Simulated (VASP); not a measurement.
# InPd (Pm-3m) in VASP: settings compared

The runs below take InPd through single point, relaxation of cell and atoms, with PBE, PBEsol+D4, PBEsol+rVV10.

Program: VASP 6.6.1. These are calculated values, not measurements. Logs are shortened: lines on timing, memory, paths and dates and some standing lists are left out, and cuts for length are marked.

## 1. Starting point

The structure is cubic, space group Pm-3m (No. 221). The conventional cell has a = 3.272 Å, b = 3.272 Å, c = 3.272 Å, α = 90.00°, β = 90.00°, γ = 90.00°. In (site symmetry m-3m) is surrounded by 8 Pd at 2.83 Å. Pd (site symmetry m-3m) is surrounded by 8 In at 2.83 Å.

The cell comes from a database or a generator and needn't be the stable form of this composition.

## 2. Single point, PBE

INCAR reads:

```
ALGO     = Normal         # electronic algorithm
EDIFF    = 1E-7           # SCF threshold, eV
ENCUT    = 520            # plane-wave cutoff, eV
GGA      = PE             # functional
ISIF     = 2              # what is computed and relaxed
ISMEAR   = 0              # smearing method
LASPH    = T              # aspherical terms in the spheres
LCHARG   = T              # write CHGCAR
LELF     = T              # ELF
LREAL    = F              # projectors in reciprocal space
LVHAR    = T            
LWAVE    = F              # write WAVECAR
NELM     = 100            # most SCF steps
PREC     = Accurate       # precision mode
SIGMA    = 0.026000000000000002 # smearing width, eV
```

KPOINTS reads:

```
k-points
0
Gamma
  8 8 8
```

POSCAR reads:

```
InPd
1.0
    3.2718847800      0.0000000000      0.0000000000
    0.0000000000      3.2718847800      0.0000000000
    0.0000000000      0.0000000000      3.2718847800
In Pd
1 1
Direct
    0.0000000000      0.0000000000      0.0000000000
    0.5000000000      0.5000000000      0.5000000000
```

Potentials or basis: VASP PAW PBE potentials, release 64 (In_d, Pd).

Launch:

```bash
$ cat potpaw_PBE.64/In_d/POTCAR potpaw_PBE.64/Pd/POTCAR > POTCAR
$ mpirun -np 1 vasp_std > vasp.out
```

OUTCAR:

```text
EDIFF = 1E-7
   ENCUT = 520
   GGA = PE
   ISIF = 2
   ISMEAR = 0
   LASPH = T
   LREAL = F
   NELM = 100
   PREC = Accurate

 ion  position               nearest neighbor table
   1  0.000  0.000  0.000-   2 2.83   2 2.83   2 2.83   2 2.83   2 2.83   2 2.83   2 2.83   2 2.83

   2  0.500  0.500  0.500-   1 2.83   1 2.83   1 2.83   1 2.83   1 2.83   1 2.83   1 2.83   1 2.83

  LATTYP: Found a simple cubic cell.
 ALAT       =     3.2718847800

  Lattice vectors:

 A1 = (   3.2718847800,   0.0000000000,   0.0000000000)
 A2 = (   0.0000000000,   3.2718847800,   0.0000000000)
 A3 = (   0.0000000000,   0.0000000000,   3.2718847800)

Analysis of symmetry for initial positions (statically):
=====================================================================
 Subroutine PRICEL returns:
 Original cell was already a primitive cell.

 Routine SETGRP: Setting up the symmetry group for a
 simple cubic supercell.

 Subroutine GETGRP returns: Found 48 space group operations
 (whereof 48 operations were pure point group operations)
 out of a pool of 48 trial point group operations.

The static configuration has the point symmetry O_h .

Analysis of symmetry for dynamics (positions and initial velocities):
=====================================================================
 Subroutine PRICEL returns:
 Original cell was already a primitive cell.

 Routine SETGRP: Setting up the symmetry group for a
 simple cubic supercell.

 Subroutine GETGRP returns: Found 48 space group operations
 (whereof 48 operations were pure point group operations)
 out of a pool of 48 trial point group operations.

The dynamic configuration has the point symmetry O_h .

 Subroutine INISYM returns: Found 48 space group operations
 (whereof 48 operations are pure point group operations),
 and found     1 'primitive' translations

----------------------------------------------------------------------------------------

                                     Primitive cell

  volume of cell :      35.0263

  direct lattice vectors                    reciprocal lattice vectors
     3.271884780  0.000000000  0.000000000     0.305634234  0.000000000  0.000000000
     0.000000000  3.271884780  0.000000000     0.000000000  0.305634234  0.000000000
     0.000000000  0.000000000  3.271884780     0.000000000  0.000000000  0.305634234

  length of vectors
     3.271884780  3.271884780  3.271884780     0.305634234  0.305634234  0.305634234

  position of ions in fractional coordinates (direct lattice)
     0.000000000  0.000000000  0.000000000
     0.500000000  0.500000000  0.500000000

  ion indices of the primitive-cell ions
[... 89 lines left out ...]
   EFERMI =   0.00;   METHOD = LEGACY
   ISMEAR =     0;   SIGMA  =   0.03  broadening in eV -4-tet -1-fermi 0-gaus
   EFERMI_NEDOS =   21; number of points for ismear=-14 and -15
   IALGO  =     38    algorithm
   IMIX   =      4    mixing-type and parameters
     AMIX     =   0.40;   BMIX     =  1.00
     AMIX_MAG =   1.60;   BMIX_MAG =  1.00
  volume/ion in A,a.u.               =      17.51       118.18
  Fermi-wavevector in a.u.,A,eV,Ry     =   1.422938  2.688964 27.548447  2.024754
  Thomas-Fermi vector in A             =   2.543589
   LORBIT       =      0    0 simple, 1 ext, 2 COOP (PROOUT), +10 PAW based schemes
   GGA     = PE    functional components
   LHFCALC =     F    Hartree Fock is set to
   AEXX    =    0.0000 exact exchange contribution
   IVDW    =     0    specifies the selected vdW correction
   LEPSILON=     F    determine dielectric tensor
   LRPA    =     F    only Hartree local field effects (RPA)
 non-spin polarized calculation
 Gauss-broadening in eV      SIGMA  =   0.03
  energy-cutoff  :      520.00
  volume of cell :       35.03
 maximum number of plane-waves:       968
   NGX = 13   NGY = 13   NGZ = 13

 number of electron      22.9999997 magnetization

 Free energy of the ion-electron system (eV)
  ---------------------------------------------------
  ext. energy  EPLUGINS =         0.00000000
  ---------------------------------------------------
  free energy    TOTEN  =        -8.73078735 eV

  energy without entropy =       -8.72914181  energy(sigma->0) =       -8.72996458

 E-fermi :  10.3835     XC(G=0): -12.2313

 val. band max:       10.3685184607   @ k =   0.3750   0.2500   0.1250
 cond. band min:      10.3895582202   @ k =   0.3750   0.3750   0.1250
 fundamental gap:      0.0210397595
 Fermi energy:        10.3835069889

 k-point     1 :       0.0000    0.0000    0.0000
  band No.  band energies     occupation
      1      -4.4833      2.00000
      2      -4.4833      2.00000
      3      -4.0752      2.00000
      4      -4.0752      2.00000
      5      -4.0752      2.00000
      6       0.4288      2.00000
      7       6.6852      2.00000
      8       6.6852      2.00000
      9       8.2286      2.00000
     10       8.2286      2.00000
     11       8.2286      2.00000
     12      14.7130      0.00000
     13      14.7130      0.00000
     14      14.7130      0.00000
[... 401 lines left out ...]
      2      -4.2430      2.00000
      3      -4.2309      2.00000
      4      -4.2106      2.00000
      5      -3.9185      2.00000
      6       4.3771      2.00000
      7       6.5338      2.00000
      8       6.9399      2.00000
      9       7.3634      2.00000
     10       8.2389      2.00000
     11       8.9319      2.00000
     12       9.4689      2.00000
     13      12.7136      0.00000
     14      14.0130      0.00000
     15      18.2913      0.00000

 [... further k-points ...]

------------------------ aborting loop because EDIFF is reached ----------------------------------------

  FORCE on cell =-STRESS in cart. coord.  units (eV):
  Direction    XX          YY          ZZ          XY          YZ          ZX
  --------------------------------------------------------------------------------------
  -------------------------------------------------------------------------------------
  Total        0.8133236      0.8133236      0.8133236     -0.0000000      0.0000000      0.0000000
  in kB       37.2031700     37.2031700     37.2031700     -0.0000000      0.0000000      0.0000000
  external PRESSURE =      37.2031700 kB  Pullay stress =       0.0000000 kB

 VOLUME and BASIS-vectors are now :
 -----------------------------------------------------------------------------
  energy-cutoff  :      520.00
  volume of cell :       35.03
      direct lattice vectors                 reciprocal lattice vectors
     3.271884780  0.000000000  0.000000000     0.305634234  0.000000000  0.000000000
     0.000000000  3.271884780  0.000000000     0.000000000  0.305634234  0.000000000
     0.000000000  0.000000000  3.271884780     0.000000000  0.000000000  0.305634234

 POSITION                                       TOTAL-FORCE (eV/Angst)
 -----------------------------------------------------------------------------------
      0.00000      0.00000      0.00000         0.000000      0.000000      0.000000
      1.63594      1.63594      1.63594         0.000000      0.000000      0.000000
 -----------------------------------------------------------------------------------
    total drift:                                0.000000      0.000000     -0.000000

  FREE ENERGIE OF THE ION-ELECTRON SYSTEM (eV)
  ---------------------------------------------------
  free  energy   TOTEN  =        -8.7307873498 eV

  energy  without entropy=       -8.7291418148  energy(sigma->0) =       -8.72996458
```

stdout:

```text
POSCAR found type information on POSCAR InPd
 POSCAR found :  2 types and       2 ions
 scaLAPACK will be used
 LDA part: xc-table for (Slater+PW92), standard interpolation
 POSCAR, INCAR and KPOINTS ok, starting setup
 FFT: planning ... GRIDC
 FFT: planning ... GRID_SOFT
 FFT: planning ... GRID
 WAVECAR not read
 entering main loop
```

It took 31 s on 1 thread of AMD EPYC 7R13 (Zen 3), shared host; peak memory 0.12 GiB.

What came out:

* Free energy: -8.7308 eV
* Pressure: 3.7 GPa
* Band gap on the k mesh: none (metal or under the smearing width)

Levels at points of the mesh, in eV from the Fermi level:
| k point | band 9 | band 10 | band 11 | band 12 | band 13 | band 14 |
| --- | --- | --- | --- | --- | --- | --- |
| (0.00, 0.00, 0.00) | -2.15 | -2.15 | -2.15 | 4.33 | 4.33 | 4.33 |
| (0.50, 0.00, 0.00) | -3.14 | -3.14 | -2.23 | -1.00 | 9.67 | 9.67 |
| (0.50, 0.50, 0.00) | -2.57 | -2.21 | -2.21 | -1.58 | 1.57 | 2.59 |
| (0.50, 0.50, 0.50) | -1.54 | -1.54 | 0.03 | 3.90 | 3.90 | 3.90 |

## 3. Relaxation of cell and atoms, PBEsol+D4

INCAR reads:

```
SYSTEM = InPd
ALGO = Normal ; EDIFF = 1E-6
EDIFFG = -0.01 ; ENCUT = 600
GGA = PS ; IBRION = 2
ISIF = 3 ; ISMEAR = -1
IVDW = 13 ; LASPH = .True.
LCHARG = .False. ; LREAL = .False.
LWAVE = .False. ; NELM = 100
NSW = 60 ; PREC = Accurate
SIGMA = 0.05
```

KPOINTS reads:

```
k-points
0
Gamma
  8 8 8
  0 0 0
```

POSCAR is that of step 2.

Potentials or basis: VASP PAW PBE potentials, release 64 (In_d, Pd).

Launch:

```bash
$ cat potpaw_PBE.64/In_d/POTCAR potpaw_PBE.64/Pd/POTCAR > POTCAR
$ mpirun -np 1 vasp_std > vasp.out
```

OUTCAR:

```text
SYSTEM = InPd
   EDIFF = 1E-6
   EDIFFG = -0.01
   ENCUT = 600
   GGA = PS
   IBRION = 2
   ISIF = 3
   ISMEAR = -1
   IVDW = 13
   LASPH = .True.
   LREAL = .False.
   NELM = 100
   NSW = 60
   PREC = Accurate

 ion  position               nearest neighbor table
   1  0.000  0.000  0.000-   2 2.83   2 2.83   2 2.83   2 2.83   2 2.83   2 2.83   2 2.83   2 2.83

   2  0.500  0.500  0.500-   1 2.83   1 2.83   1 2.83   1 2.83   1 2.83   1 2.83   1 2.83   1 2.83

  LATTYP: Found a simple cubic cell.
 ALAT       =     3.2718847800

  Lattice vectors:

 A1 = (   3.2718847800,   0.0000000000,   0.0000000000)
 A2 = (   0.0000000000,   3.2718847800,   0.0000000000)
 A3 = (   0.0000000000,   0.0000000000,   3.2718847800)

Analysis of symmetry for initial positions (statically):
=====================================================================
 Subroutine PRICEL returns:
 Original cell was already a primitive cell.

 Routine SETGRP: Setting up the symmetry group for a
 simple cubic supercell.

 Subroutine GETGRP returns: Found 48 space group operations
 (whereof 48 operations were pure point group operations)
 out of a pool of 48 trial point group operations.

The static configuration has the point symmetry O_h .

Analysis of symmetry for dynamics (positions and initial velocities):
=====================================================================
 Subroutine PRICEL returns:
 Original cell was already a primitive cell.

 Routine SETGRP: Setting up the symmetry group for a
 simple cubic supercell.

 Subroutine GETGRP returns: Found 48 space group operations
 (whereof 48 operations were pure point group operations)
 out of a pool of 48 trial point group operations.

The dynamic configuration has the point symmetry O_h .

 Subroutine INISYM returns: Found 48 space group operations
 (whereof 48 operations are pure point group operations),
 and found     1 'primitive' translations

----------------------------------------------------------------------------------------

                                     Primitive cell

  volume of cell :      35.0263

  direct lattice vectors                    reciprocal lattice vectors
     3.271884780  0.000000000  0.000000000     0.305634234  0.000000000  0.000000000
[... 107 lines left out ...]
  volume/ion in A,a.u.               =      17.51       118.18
  Fermi-wavevector in a.u.,A,eV,Ry     =   1.422938  2.688964 27.548447  2.024754
  Thomas-Fermi vector in A             =   2.543589
   LORBIT       =      0    0 simple, 1 ext, 2 COOP (PROOUT), +10 PAW based schemes
   GGA     = PS    functional components
   LHFCALC =     F    Hartree Fock is set to
   AEXX    =    0.0000 exact exchange contribution
   IVDW    =    13    specifies the selected vdW correction
   LEPSILON=     F    determine dielectric tensor
   LRPA    =     F    only Hartree local field effects (RPA)
 conjugate gradient relaxation of ions
 non-spin polarized calculation
  energy-cutoff  :      600.00
  volume of cell :       35.03
 maximum number of plane-waves:      1189
 NGX is ok and might be reduce to    28
   NGX = 13   NGY = 13   NGZ = 13

--------------------------------------- Ionic step        1  -------------------------------------------

 number of electron      23.0000010 magnetization

 Free energy of the ion-electron system (eV)
  ---------------------------------------------------
  ext. energy  EPLUGINS =         0.00000000
  ---------------------------------------------------
  free energy    TOTEN  =        -9.99873429 eV

  energy without entropy =       -9.98854308  energy(sigma->0) =       -9.99363869

------------------------ aborting loop because EDIFF is reached ----------------------------------------

  DFT-D4 for vdW energy calculation

  Edisp (eV):   -0.55554
[... 71 lines left out ...]
--------------------------------------- Ionic step        3  -------------------------------------------

 number of electron      22.9999997 magnetization

 Free energy of the ion-electron system (eV)
  ---------------------------------------------------
  ext. energy  EPLUGINS =         0.00000000
  ---------------------------------------------------
  free energy    TOTEN  =       -10.00109880 eV

  energy without entropy =       -9.99112328  energy(sigma->0) =       -9.99611104

 E-fermi :  10.8418     XC(G=0): -12.6286

 val. band max:       10.8101226834   @ k =   0.3750   0.2500   0.1250
 cond. band min:      10.9729180953   @ k =   0.5000   0.5000   0.5000
 fundamental gap:      0.1627954119
 Fermi energy:        10.8417944420

 k-point     1 :       0.0000    0.0000    0.0000
  band No.  band energies     occupation
      1      -4.0413      2.00000
      2      -4.0413      2.00000
      3      -3.5775      2.00000
      4      -3.5775      2.00000
      5      -3.5775      2.00000
      6       0.4954      2.00000
      7       6.9360      2.00000
      8       6.9360      2.00000
      9       8.5848      2.00000
     10       8.5848      2.00000
     11       8.5848      2.00000
     12      15.1729      0.00000
     13      15.1729      0.00000
     14      15.1729      0.00000
[... 401 lines left out ...]
      2      -3.7702      2.00000
      3      -3.7569      2.00000
      4      -3.7341      2.00000
      5      -3.3981      2.00000
      6       4.5760      2.00000
      7       6.7589      2.00000
      8       7.1934      2.00000
      9       7.6515      2.00000
     10       8.5858      2.00000
     11       9.2928      2.00000
     12       9.8697      2.00000
     13      13.3239      0.00000
     14      14.5568      0.00000
     15      18.9369      0.00000

 [... further k-points ...]

------------------------ aborting loop because EDIFF is reached ----------------------------------------

  DFT-D4 for vdW energy calculation

  Edisp (eV):   -0.57660
[... 25 lines left out ...]
  FREE ENERGIE OF THE ION-ELECTRON SYSTEM (eV)
  ---------------------------------------------------
  free  energy   TOTEN  =       -10.5776985640 eV

  energy  without entropy=      -10.5677230426  energy(sigma->0) =      -10.57271080

 reached required accuracy - stopping structural energy minimisation
```

Run time: 57 s. Hardware: 1 thread of AMD EPYC 7R13 (Zen 3), shared host; peak memory 0.15 GiB.

What came out:

```yaml
Free_energy: -10.5777 eV
Relaxed_volume: 16.84 Å³/atom
Relaxed_cell: a = 3.229 Å, b = 3.229 Å, c = 3.229 Å, α = 90.00°, β = 90.00°, γ = 90.00°
Space_group_after_relaxing_to_0.05_Å: Pm-3m (No. 221)
Energy_gained_by_relaxing: 11.7 meV/atom
Ionic_steps: 3
Pressure_after_relaxing: 0.0 GPa
Band_gap_on_the_k_mesh: none (metal or under the smearing width)
Dispersion_energy_per_atom: -0.288 eV
```

The path:
```csv
step,energy change (eV),largest force (eV/Å),pressure (GPa),volume (Å³)
1,0.0000,0.0000,-5.24,35.03
2,0.0089,0.0000,7.44,32.20
3,-0.0234,0.0000,0.00,33.67
```

Final structure:
```
CELL_PARAMETERS angstrom
3.22919 0.00000 0.00000
0.00000 3.22919 0.00000
0.00000 0.00000 3.22919
ATOMIC_POSITIONS crystal
In 0.00000 0.00000 0.00000
Pd 0.50000 0.50000 0.50000
```

Levels at points of the mesh, in eV from the Fermi level:
```tsv
k point	band 9	band 10	band 11	band 12	band 13	band 14	band 15
(0.00, 0.00, 0.00)	-2.26	-2.26	-2.26	4.33	4.33	4.33	9.99
(0.50, 0.00, 0.00)	-3.33	-3.33	-2.35	-1.04	9.97	9.97	10.13
(0.50, 0.50, 0.00)	-2.69	-2.42	-2.42	-1.64	1.74	2.67	9.80
(0.50, 0.50, 0.50)	-1.60	-1.60	0.13	3.91	3.91	3.91	4.65
```

Caveat: the PAW data sets were made with another functional, which shifts forces and pressure a little; pairwise dispersion overbinds metals, which lowers pressure and volume.

## 4. Relaxation of cell and atoms, PBEsol+rVV10

INCAR reads:

```
SYSTEM = InPd
ALGO = Fast
BPARAM = 20.0
CPARAM = 0.0093
EDIFF = 1E-6
EDIFFG = -0.01
ENCUT = 600
GGA = PS
IBRION = 2
ISIF = 3
ISMEAR = -1
IVDW_NL = 2
LASPH = .True.
LCHARG = .False.
LREAL = .False.
LUSE_VDW = .True.
LWAVE = .False.
NELM = 100
NSW = 40
PREC = Accurate
SIGMA = 0.05
```

KPOINTS is that of step 3.

POSCAR is that of step 3.

Launch:

```bash
$ cat potpaw_PBE.64/In_d/POTCAR potpaw_PBE.64/Pd/POTCAR > POTCAR
$ mpirun -np 1 vasp_std > vasp.out
```

It took 3.6 min on 1 thread of AMD EPYC 7R13 (Zen 3), shared host; peak memory 0.24 GiB.

The run converged. Its results:

```yaml
Free_energy: -9.7329 eV
Relaxed_volume: 17.04 Å³/atom
Relaxed_cell: a = 3.242 Å, b = 3.242 Å, c = 3.242 Å, α = 90.00°, β = 90.00°, γ = 90.00°
Space_group_after_relaxing_to_0.05_Å: Pm-3m (No. 221)
Energy_gained_by_relaxing: 5.6 meV/atom
Ionic_steps: 3
Pressure_after_relaxing: -0.1 GPa
Band_gap_on_the_k_mesh: none (metal or under the smearing width)
```

Step by step:
| step | energy change (eV) | largest force (eV/Å) | pressure (GPa) | volume (Å³) |
| --- | --- | --- | --- | --- |
| 1 | 0.0000 | 0.0000 | -3.72 | 35.03 |
| 2 | 0.0048 | 0.0000 | 4.94 | 33.00 |
| 3 | -0.0112 | 0.0000 | -0.07 | 34.09 |

Final structure:
```
In Pd
1.0
     3.24232    0.00000    0.00000
     0.00000    3.24232    0.00000
     0.00000    0.00000    3.24232
In Pd
1 1
Direct
  0.00000 0.00000 0.00000
  0.50000 0.50000 0.50000
```

Levels at points of the mesh, in eV from the Fermi level:
```csv
k point,band 8,band 9,band 10,band 11,band 12,band 13,band 14,band 15
"(0.00, 0.00, 0.00)",-3.84,-2.22,-2.22,-2.22,4.31,4.31,4.31,9.82
"(0.50, 0.00, 0.00)",-3.84,-3.27,-3.27,-2.31,-1.03,9.86,9.86,10.08
"(0.50, 0.50, 0.00)",-2.65,-2.65,-2.38,-2.38,-1.62,1.68,2.63,9.71
"(0.50, 0.50, 0.50)",-4.96,-1.58,-1.58,0.08,3.89,3.89,3.89,4.60
```

Caveat: the PAW data sets were made with another functional, which shifts forces and pressure a little; pairwise dispersion overbinds metals, which lowers pressure and volume.

## 5. Summary

| task | level | cell | cutoff (eV) | smearing | gap on the mesh (eV) | pressure (GPa) | relaxed volume (Å³/atom) |
| --- | --- | --- | --- | --- | --- | --- | --- |
| single point | PBE | as given | 520 | gaussian 0.026 eV | none | 3.7 | - |
| relaxation of cell and atoms | PBEsol+D4 | relaxed | 600 | fermi-dirac 0.05 eV | none | 0.0 | 16.84 |
| relaxation of cell and atoms | PBEsol+rVV10 | relaxed | 600 | fermi-dirac 0.05 eV | none | -0.1 | 17.04 |

Alike in all rows: potentials or basis VASP PAW PBE potentials, release 64 (In_d, Pd); no spin polarisation; k mesh 8 × 8 × 8.

Caveats: the PAW data sets were made with another functional, which shifts forces and pressure a little (some runs); pairwise dispersion overbinds metals, which lowers pressure and volume (some runs).

Absolute energies hang on the potentials; compare differences alone.
